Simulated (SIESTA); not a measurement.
# MgB2 in SIESTA: the effect of basis

The system is MgB2.

```xyz
3
Lattice="3.0850 0.0000 0.0000 -1.5425 2.6717 0.0000 0.0000 0.0000 3.5230" Properties=species:S:1:pos:R:3 pbc="T T T"
Mg    0.0000    0.0000    0.0000
B     1.5425    0.8906    1.7615
B     0.0000    1.7811    1.7615
```

Alike in all runs:

```yaml
Program: SIESTA 5.4.2
Task: band structure
Functional: PBEsol
Potentials_or_basis: PseudoDojo 0.4 standard (PBEsol files)
Grid_cutoff: 800 Ry
Energy_shift: 0.003 Ry
k_mesh: 10 × 10 × 8
Occupations: fermi-dirac, width 0.05 eV
Spin: no spin polarisation
```

```csv
basis,pressure (GPa)
SZP,4.3
DZP,?
TZP,0.4
TZDP,-1.1
```

Q: What does the run with basis DZP give?

A: Pressure 2.4 GPa.

Caveats: the basis of atomic orbitals isn't converged, which shifts pressures, moduli and gaps.
